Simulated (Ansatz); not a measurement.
# Si: the cost of one run

Method: DFT PBE+D3(BJ), scalar-relativistic, plane waves, PAW, in Ansatz 0.2.0.

24 further runs of the same task are left out: 24 set aside as unsound or not needed.

**1. Starting point**

Symmetry: P-3m1, No. 164, trigonal system. The conventional cell has a = 3.847 Å, b = 3.847 Å, c = 28.000 Å, α = 90.00°, β = 90.00°, γ = 120.00°. Si (site symmetry 3m) has 3 Si at 2.27 Å as nearest neighbours.

Structure file:

```cif
data_structure
_symmetry_space_group_name_H-M 'P-3m1'
_symmetry_Int_Tables_number 164
_cell_length_a 3.8472
_cell_length_b 3.8472
_cell_length_c 28.0000
_cell_angle_alpha 90.000
_cell_angle_beta 90.000
_cell_angle_gamma 120.000
_cell_volume 358.90
loop_
_atom_site_label
_atom_site_type_symbol
_atom_site_symmetry_multiplicity
_atom_site_Wyckoff_symbol
_atom_site_fract_x
_atom_site_fract_y
_atom_site_fract_z
_atom_site_occupancy
Si1 Si 2 d 0.33333 0.66667 0.50843 1
```

This sheet was relaxed beforehand with the same method; its gap on the mesh is none (metal).

**2. Setting up the map**

Atoms count from 1 in the order of the input.

The upper layer of a bilayer is slid along a line and lifted, both layers rigid.

The axes are (1) slide of the upper layer along the long diagonal of the hexagonal surface cell, from Si4 above Si1: 9 values from 0.00 to 5.92 Å, periodic; (2) distance between the facing planes of atoms: 6 values from 3.50 to 5.30 Å.

Nothing else is relaxed. Energies count from the two layers apart. Points are written as (first, second).

**3. Grid point (0.00 Å, 3.50 Å)**

A dipole layer in the vacuum cancels the field that periodic copies would set up if the slab's two faces differ.

The input, input.yaml:

```yaml
crystal:
  lattice:
    - [3.8472023583, 0.0, 0.0]
    - [-1.9236011791, 3.3317749758, 0.0]
    - [0.0, 0.0, 18.4446971457]
  atoms:
    - { symbol: Si, position: [0.3333333333, 0.6666666667, 0.2695814701] }
    - { symbol: Si, position: [0.6666666667, 0.3333333333, 0.243972561] }
    - { symbol: Si, position: [0.0, 1.0, 0.4849468156] }
    - { symbol: Si, position: [0.3333333333, 0.6666666667, 0.4593379065] }
basis:
  ecutwfc: 420
kpoints:
  mp_grid: { grid: [9, 9, 1] }
hamiltonian:
  xc: pbe
  dispersion: d3bj
scf:
  occupations: { method: gaussian, width: 0.1 }
output:
  forces: true
  eigenvalues: true
  write_density: true
  write_potential: true
  elf: true
  volumetric_format: npy
efield:
  axis: 3
  dipole_correction: true
  ramp_width: 0.04
```

The run is started by

```console
> ansatz run input.yaml --threads 1 --pin off --max-ram 3072MiB --backend cpu --events-out ev --progress --plain --runs-dir out
```

Q: Estimate wall time and peak memory on 1 thread of Intel Xeon Platinum 8259CL at 2.50GHz (Skylake/Cascade Lake), shared host.

About 5.8 s, with a peak of 0.43 GiB.
